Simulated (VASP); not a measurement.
# GaP (F-43m) in VASP: further runs

Aim: see how the results for GaP move with the level of theory and the settings. Levels: PBE, r2SCAN. Tasks: relaxation of the atoms, relaxation of cell and atoms.

Everything below comes from runs of VASP 6.6.1. Logs are shortened: lines on timing, memory, paths and dates and some standing lists are left out, and cuts for length are marked.

### Step 1. Starting point

Symmetry: F-43m, No. 216, cubic system. Conventional cell: a = 5.451 Å, b = 5.451 Å, c = 5.451 Å, α = 90.00°, β = 90.00°, γ = 90.00°. Around Ga (site symmetry -43m) lie 4 P at 2.36 Å. P (site symmetry -43m) has 4 Ga at 2.36 Å as nearest neighbours.

### Step 2. Relaxation of the atoms, PBE (a relaxed cell with its volume scaled by 1.06)

INCAR

```
  ALGO = Fast
  EDIFF = 1E-7
  EDIFFG = -0.01
  ENCUT = 600
  GGA = PE
  IBRION = 2
  ISIF = 2
  ISMEAR = 0
  LASPH = True
  LCHARG = False
  LREAL = False
  LWAVE = False
  NELM = 80
  NSW = 40
  PREC = Accurate
  SIGMA = 0.03
```

KPOINTS

```
k-points
0
Gamma
  8 8 8
```

POSCAR

```
GaP                                     
1.0
    0.0000000000      2.8068152914      2.8068152914
    2.8068152914      0.0000000000      2.8068152914
    2.8068152914      2.8068152914      0.0000000000
  Ga              P             
     1     1
Direct
     0.0000000000000000    0.0000000000000000    0.0000000000000000
     0.2500000000000000    0.2500000000000000    0.2500000000000000
```

Potentials or basis: VASP PAW PBE potentials, release 64 (Ga_d, P).

Run with:

```console
> cat potpaw_PBE.64/Ga_d/POTCAR potpaw_PBE.64/P/POTCAR > POTCAR
> mpirun -np 1 vasp_std > vasp.out
```

OUTCAR:

```text
EDIFF = 1E-7
   EDIFFG = -0.01
   ENCUT = 600
   GGA = PE
   IBRION = 2
   ISIF = 2
   ISMEAR = 0
   LASPH = True
   LREAL = False
   NELM = 80
   NSW = 40
   PREC = Accurate

 ion  position               nearest neighbor table
   1  0.000  0.000  0.000-   2 2.43   2 2.43   2 2.43   2 2.43
   2  0.250  0.250  0.250-   1 2.43   1 2.43   1 2.43   1 2.43

  LATTYP: Found a face centered cubic cell.
 ALAT       =     5.6136305828

  Lattice vectors:

 A1 = (   0.0000000000,   2.8068152914,   2.8068152914)
 A2 = (   2.8068152914,   0.0000000000,   2.8068152914)
 A3 = (   2.8068152914,   2.8068152914,   0.0000000000)

Analysis of symmetry for initial positions (statically):
=====================================================================
 Subroutine PRICEL returns:
 Original cell was already a primitive cell.

 Routine SETGRP: Setting up the symmetry group for a
 face centered cubic supercell.

 Subroutine GETGRP returns: Found 24 space group operations
 (whereof 24 operations were pure point group operations)
 out of a pool of 48 trial point group operations.

The static configuration has the point symmetry T_d .

Analysis of symmetry for dynamics (positions and initial velocities):
=====================================================================
 Subroutine PRICEL returns:
 Original cell was already a primitive cell.

 Routine SETGRP: Setting up the symmetry group for a
 face centered cubic supercell.

 Subroutine GETGRP returns: Found 24 space group operations
 (whereof 24 operations were pure point group operations)
 out of a pool of 48 trial point group operations.

The dynamic configuration has the point symmetry T_d .

 Subroutine INISYM returns: Found 24 space group operations
 (whereof 24 operations are pure point group operations),
 and found     1 'primitive' translations

----------------------------------------------------------------------------------------

                                     Primitive cell

  volume of cell :      44.2254

  direct lattice vectors                    reciprocal lattice vectors
     0.000000000  2.806815291  2.806815291    -0.178137835  0.178137835  0.178137835
     2.806815291  0.000000000  2.806815291     0.178137835 -0.178137835  0.178137835
     2.806815291  2.806815291  0.000000000     0.178137835  0.178137835 -0.178137835

  length of vectors
     3.969436252  3.969436252  3.969436252     0.308543781  0.308543781  0.308543781

  position of ions in fractional coordinates (direct lattice)
     0.000000000  0.000000000  0.000000000
     0.250000000  0.250000000  0.250000000

  ion indices of the primitive-cell ions
   primitive index   ion index
                 1           1
                 2           2

[... 84 lines left out ...]
   EMIN   =  10.00;   EMAX   =-10.00  energy-range for DOS
   EFERMI =   0.00;   METHOD = LEGACY
   ISMEAR =     0;   SIGMA  =   0.03  broadening in eV -4-tet -1-fermi 0-gaus
   EFERMI_NEDOS =   21; number of points for ismear=-14 and -15
   IALGO  =     68    algorithm
   IMIX   =      4    mixing-type and parameters
     AMIX     =   0.40;   BMIX     =  1.00
     AMIX_MAG =   1.60;   BMIX_MAG =  1.00
  volume/ion in A,a.u.               =      22.11       149.22
  Fermi-wavevector in a.u.,A,eV,Ry     =   1.213226  2.292665 20.026663  1.471918
  Thomas-Fermi vector in A             =   2.348685
   LORBIT       =      0    0 simple, 1 ext, 2 COOP (PROOUT), +10 PAW based schemes
   GGA     = PE    functional components
   LHFCALC =     F    Hartree Fock is set to
   AEXX    =    0.0000 exact exchange contribution
   IVDW    =     0    specifies the selected vdW correction
   LEPSILON=     F    determine dielectric tensor
   LRPA    =     F    only Hartree local field effects (RPA)
 conjugate gradient relaxation of ions
 non-spin polarized calculation
 RMM-DIIS sequential band-by-band and
 Gauss-broadening in eV      SIGMA  =   0.03
  energy-cutoff  :      600.00
  volume of cell :       44.23
 maximum number of plane-waves:      1490
   NGX = 15   NGY = 15   NGZ = 15

 number of electron      18.0000007 magnetization

 Free energy of the ion-electron system (eV)
  ---------------------------------------------------
  ext. energy  EPLUGINS =         0.00000000
  ---------------------------------------------------
  free energy    TOTEN  =        -9.09358184 eV

  energy without entropy =       -9.09358184  energy(sigma->0) =       -9.09358184

 E-fermi :   3.9409     XC(G=0):  -9.4354

 val. band max:        3.7917730879   @ k =   0.0000   0.0000   0.0000
 cond. band min:       4.9008842213   @ k =   0.0000   0.0000   0.0000
 fundamental gap:      1.1091111334
 Fermi energy:         3.9408500903

 k-point     1 :       0.0000    0.0000    0.0000
  band No.  band energies     occupation
      1     -10.6386      2.00000
      2     -10.6386      2.00000
      3     -10.6386      2.00000
      4     -10.5632      2.00000
      5     -10.5632      2.00000
      6      -8.0699      2.00000
      7       3.7918      2.00000
      8       3.7918      2.00000
      9       3.7918      2.00000
     10       4.9009      0.00000
     11       7.6906      0.00000
     12       7.6906      0.00000
     13       7.6906      0.00000
[... 354 lines left out ...]
  band No.  band energies     occupation
      1     -10.7010      2.00000
      2     -10.6155      2.00000
      3     -10.6067      2.00000
      4     -10.5665      2.00000
      5     -10.5577      2.00000
      6      -5.9234      2.00000
      7      -2.2242      2.00000
      8       0.9098      2.00000
      9       2.0841      2.00000
     10       6.9761      0.00000
     11       8.1332      0.00000
     12       9.9960      0.00000
     13      11.4473      0.00000

 [... further k-points ...]
[... 5 lines left out ...]
  --------------------------------------------------------------------------------------
  -------------------------------------------------------------------------------------
  Total       -1.0776751     -1.0776751     -1.0776751      0.0000000      0.0000000      0.0000000
  in kB      -39.0415380    -39.0415380    -39.0415380      0.0000000      0.0000000      0.0000000
  external PRESSURE =     -39.0415380 kB  Pullay stress =       0.0000000 kB

 VOLUME and BASIS-vectors are now :
 -----------------------------------------------------------------------------
  energy-cutoff  :      600.00
  volume of cell :       44.23
      direct lattice vectors                 reciprocal lattice vectors
     0.000000000  2.806815291  2.806815291    -0.178137835  0.178137835  0.178137835
     2.806815291  0.000000000  2.806815291     0.178137835 -0.178137835  0.178137835
     2.806815291  2.806815291  0.000000000     0.178137835  0.178137835 -0.178137835

 POSITION                                       TOTAL-FORCE (eV/Angst)
 -----------------------------------------------------------------------------------
      0.00000      0.00000      0.00000        -0.000000      0.000000     -0.000000
      1.40341      1.40341      1.40341         0.000000     -0.000000      0.000000
 -----------------------------------------------------------------------------------
    total drift:                                0.000002      0.000002      0.000002

  FREE ENERGIE OF THE ION-ELECTRON SYSTEM (eV)
  ---------------------------------------------------
  free  energy   TOTEN  =        -9.0935818426 eV

  energy  without entropy=       -9.0935818426  energy(sigma->0) =       -9.09358184

 reached required accuracy - stopping structural energy minimisation
```

OSZICAR:

```text
N       E                     dE             d eps       ncg     rms          rms(c)
DAV:   1     0.862727538037E+02    0.86273E+02   -0.10051E+04   762   0.206E+03
DAV:   2    -0.239998991057E+01   -0.88673E+02   -0.85052E+02   837   0.356E+02
DAV:   3    -0.920175212085E+01   -0.68018E+01   -0.67705E+01   949   0.785E+01
DAV:   4    -0.933634243381E+01   -0.13459E+00   -0.13451E+00   902   0.122E+01
DAV:   5    -0.933963218422E+01   -0.32898E-02   -0.32895E-02   991   0.159E+00    0.385E+00
RMM:   6    -0.911148303610E+01    0.22815E+00   -0.35073E-01   851   0.551E+00    0.237E+00
RMM:   7    -0.909299392518E+01    0.18489E-01   -0.16062E-01   805   0.206E+00    0.107E+00
RMM:   8    -0.909282981283E+01    0.16411E-03   -0.20446E-02   878   0.174E+00    0.141E-01
RMM:   9    -0.909333429011E+01   -0.50448E-03   -0.61820E-03   908   0.820E-01    0.674E-02
RMM:  10    -0.909352991363E+01   -0.19562E-03   -0.98632E-04   998   0.319E-01    0.364E-02
RMM:  11    -0.909357540738E+01   -0.45494E-04   -0.22036E-04   896   0.144E-01    0.894E-03
RMM:  12    -0.909358064387E+01   -0.52365E-05   -0.58404E-05   989   0.730E-02    0.435E-03
RMM:  13    -0.909358141625E+01   -0.77238E-06   -0.83956E-06  1059   0.314E-02    0.221E-03
RMM:  14    -0.909358184832E+01   -0.43207E-06   -0.23807E-06   900   0.152E-02    0.161E-03
RMM:  15    -0.909358184258E+01    0.57416E-08   -0.56034E-07   792   0.101E-02
   1 F= -.90935818E+01 E0= -.90935818E+01  d E =-.909358E+01
```

CONTCAR:

```text
GaP
   1.00000000000000
     0.0000000000000000    2.8068152914000000    2.8068152914000000
     2.8068152914000000    0.0000000000000000    2.8068152914000000
     2.8068152914000000    2.8068152914000000    0.0000000000000000
  Ga              P
     1     1
Direct
     0.0000000000000000    0.0000000000000000    0.0000000000000000
     0.2500000000000000    0.2500000000000000    0.2500000000000000

  0.00000000E+00  0.00000000E+00  0.00000000E+00
  0.00000000E+00  0.00000000E+00  0.00000000E+00
```

Wall time 13 s (1 thread of AMD EPYC 9R45 (Zen 5), shared host); peak memory 0.15 GiB.

Results:

```yaml
Free_energy: -9.0936 eV
Pressure_after_relaxing: -3.9 GPa
Band_gap_on_the_k_mesh: 1.11 eV, direct
```

Final structure:
```
Ga P
1.0
     0.00000    2.80682    2.80682
     2.80682    0.00000    2.80682
     2.80682    2.80682    0.00000
Ga P
1 1
Direct
  0.00000 0.00000 0.00000
  0.25000 0.25000 0.25000
```

Caveat: the relaxation stopped at its first step, so nothing moved. A k mesh can miss the band edges.

### Step 3. Relaxation of cell and atoms, r2SCAN

INCAR

```
SYSTEM = GaP
PREC = Accurate
ENCUT = 600
EDIFF = 1E-6
ISMEAR = 0
SIGMA = 0.03
LREAL = .FALSE.
LASPH = .TRUE.
NELM = 80
ALGO = Normal
ISIF = 3
LWAVE = .FALSE.
LCHARG = .FALSE.
METAGGA = R2SCAN
LMIXTAU = .TRUE.
IBRION = 2
NSW = 90
EDIFFG = -0.01
```

KPOINTS

```
regular mesh
0
G
  8 8 8
  0 0 0
```

POSCAR

```
GaP
1.0
    0.0000000000      2.7252500000      2.7252500000
    2.7252500000      0.0000000000      2.7252500000
    2.7252500000      2.7252500000      0.0000000000
Ga P
1 1
Direct
    0.0000000000      0.0000000000      0.0000000000
    0.2500000000      0.2500000000      0.2500000000
```

Potentials or basis: VASP PAW PBE potentials, release 64 (Ga_d, P).

Run with:

```console
> cat potpaw_PBE.64/Ga_d/POTCAR potpaw_PBE.64/P/POTCAR > POTCAR
> mpirun -np 1 vasp_std > vasp.out
```

Run time: 30 s. Hardware: 1 thread of Intel Xeon 6975P-C (Granite Rapids), shared host; peak memory 0.19 GiB.

Results (log left out):

| Property | Result |
| --- | --- |
| Free energy | -21.4642 eV |
| Pressure after relaxing | 0.0 GPa |
| Band gap on the k mesh | 1.90 eV, indirect (least direct gap 2.34 eV) |

Final structure:
```cif
data_structure
_symmetry_space_group_name_H-M 'P 1'
_symmetry_Int_Tables_number 1
_cell_length_a 3.8541
_cell_length_b 3.8541
_cell_length_c 3.8541
_cell_angle_alpha 60.000
_cell_angle_beta 60.000
_cell_angle_gamma 60.000
_cell_volume 40.48
loop_
_atom_site_label
_atom_site_type_symbol
_atom_site_fract_x
_atom_site_fract_y
_atom_site_fract_z
_atom_site_occupancy
Ga1 Ga 0.00000 0.00000 0.00000 1
P1 P 0.25000 0.25000 0.25000 1
```

Levels at points of the mesh, in eV from the valence-band top:
```tsv
k point	band 7	band 8	band 9	band 10	band 11	band 12
(0.00, 0.00, 0.00)	0.00	0.00	0.00	2.34	4.19	4.19
(0.50, 0.00, 0.00)	-6.84	-1.17	-1.17	2.04	5.06	5.06
(0.50, 0.50, 0.00)	-6.96	-2.80	-2.80	1.91	2.10	11.35
```

Caveat: the relaxation stopped at its first step, so nothing moved; the PAW data sets were made with another functional, which shifts forces and pressure a little. r2SCAN opens gaps a little over a GGA but as a rule still falls short of measured ones.

### Step 4. Relaxation of cell and atoms, r2SCAN

Changes to INCAR since step 3:

```diff
@@ -3,3 +3,3 @@
 ENCUT = 600
-EDIFF = 1E-6
+EDIFF = 1E-7
 ISMEAR = 0
@@ -17,2 +17,2 @@
 NSW = 90
-EDIFFG = -0.01
+EDIFFG = -0.005
```

KPOINTS is that of step 3.

POSCAR

```
GaP                                     
1.0
    0.0000000000      2.7252500000      2.7252500000
    2.7252500000      0.0000000000      2.7252500000
    2.7252500000      2.7252500000      0.0000000000
  Ga              P             
     1     1
Direct
     0.0000000000000000    0.0000000000000000    0.0000000000000000
     0.2500000000000000    0.2500000000000000    0.2500000000000000
```

Run with:

```console
> cat potpaw_PBE.64/Ga_d/POTCAR potpaw_PBE.64/P/POTCAR > POTCAR
> mpirun -np 1 vasp_std > vasp.out
```

Wall time 36 s (1 thread of Intel Xeon 6975P-C (Granite Rapids), shared host); peak memory 0.19 GiB.

It converged, with:

* Free energy: -21.4642 eV
* Pressure after relaxing: 0.0 GPa
* Band gap on the k mesh: 1.90 eV, indirect (least direct gap 2.34 eV)

Final structure:
```
Ga P
1.0
     0.00000    2.72525    2.72525
     2.72525    0.00000    2.72525
     2.72525    2.72525    0.00000
Ga P
1 1
Cartesian
  0.0000 0.0000 0.0000
  1.3626 1.3626 1.3626
```

Levels at points of the mesh, in eV from the valence-band top:
| k point | band 5 | band 6 | band 7 | band 8 | band 9 | band 10 | band 11 | band 12 | band 13 |
| --- | --- | --- | --- | --- | --- | --- | --- | --- | --- |
| (0.00, 0.00, 0.00) | -14.88 | -13.02 | 0.00 | 0.00 | 0.00 | 2.34 | 4.19 | 4.19 | 4.19 |
| (0.50, 0.00, 0.00) | -14.87 | -10.86 | -6.84 | -1.17 | -1.17 | 2.04 | 5.06 | 5.06 | 8.83 |
| (0.50, 0.50, 0.00) | -14.85 | -9.92 | -6.96 | -2.80 | -2.80 | 1.91 | 2.10 | 11.35 | 11.35 |

Caveat: the relaxation stopped at its first step, so nothing moved; the PAW data sets were made with another functional, which shifts forces and pressure a little.

### Step 5. Relaxation of cell and atoms, PBE

INCAR

```
PREC = Accurate
ENCUT = 600
EDIFF = 1E-6
ISMEAR = 0
SIGMA = 0.03
LREAL = F
LASPH = T
NELM = 80
ALGO = Normal
ISIF = 3
LWAVE = F
LCHARG = F
GGA = PE
IBRION = 2
NSW = 90
EDIFFG = -0.01
```

KPOINTS

```
regular mesh
0
Gamma
  8 8 8
```

POSCAR

```
GaP
1.0
    0.0000000000      2.7252500000      2.7252500000
    2.7252500000      0.0000000000      2.7252500000
    2.7252500000      2.7252500000      0.0000000000
Ga P
1 1
Direct
    0.0000000000      0.0000000000      0.0000000000
    0.2500000000      0.2500000000      0.2500000000
```

Run with:

```console
> cat potpaw_PBE.64/Ga_d/POTCAR potpaw_PBE.64/P/POTCAR > POTCAR
> mpirun -np 1 vasp_std > vasp.out
```

It took 15 s on 1 thread of Intel Xeon 6975P-C (Granite Rapids), shared host; peak memory 0.19 GiB.

It converged, with:

```
Free energy                            : -9.1253 eV
Relaxed volume                         : 20.86 Å³/atom
Relaxed cell                           : a = 3.893 Å, b = 3.893 Å, c = 3.893 Å, α = 60.00°, β = 60.00°, γ = 60.00°
Space group after relaxing (to 0.05 Å) : F-43m (No. 216)
Energy gained by relaxing              : 4.6 meV/atom
Ionic steps                            : 3
Pressure after relaxing                : 0.1 GPa
Band gap on the k mesh                 : 1.58 eV, direct
```

The path:
```csv
step,energy change (eV),largest force (eV/Å),pressure (GPa),volume (Å³)
1,0.0000,0.0000,2.42,40.48
2,-0.0073,0.0000,-1.04,42.30
3,-0.0092,0.0000,0.05,41.72
```

Final structure:
```yaml
crystal:
  lattice:
    - [0.00000, 2.75282, 2.75282]
    - [2.75282, 0.00000, 2.75282]
    - [2.75282, 2.75282, 0.00000]
  atoms:
    - { symbol: Ga, position: [0.00000, 0.00000, 0.00000] }
    - { symbol: P, position: [0.25000, 0.25000, 0.25000] }
```

Levels at points of the mesh, in eV from the valence-band top:
```tsv
k point	band 5	band 6	band 7	band 8	band 9	band 10	band 11	band 12	band 13
(0.00, 0.00, 0.00)	-14.41	-12.27	0.00	0.00	0.00	1.58	3.90	3.90	3.90
(0.50, 0.00, 0.00)	-14.41	-10.30	-6.46	-1.07	-1.07	1.58	4.73	4.73	8.23
(0.50, 0.50, 0.00)	-14.39	-9.44	-6.61	-2.58	-2.58	1.72	1.85	10.37	10.37
```

A k mesh can miss the band edges. Zero-point motion and thermal expansion aren't in these numbers.

### Step 6. Overview

```tsv
task	level	cell	gap on the mesh (eV)	pressure (GPa)
relaxation of the atoms	PBE	atoms relaxed from: a relaxed cell with its volume scaled by 1.06	1.11	-3.9
relaxation of cell and atoms	r2SCAN	relaxed	1.90	0.0
relaxation of cell and atoms	PBE	relaxed	1.58	0.1
```

Alike in all rows: potentials or basis VASP PAW PBE potentials, release 64 (Ga_d, P); no spin polarisation; k mesh 8 × 8 × 8; cutoff (eV) 600; smearing gaussian 0.03 eV.

Caveats: the relaxation stopped at its first step, so nothing moved (some runs); the PAW data sets were made with another functional, which shifts forces and pressure a little (some runs).

Total energies depend on the potentials used, so only differences within one code and one set of settings carry meaning.
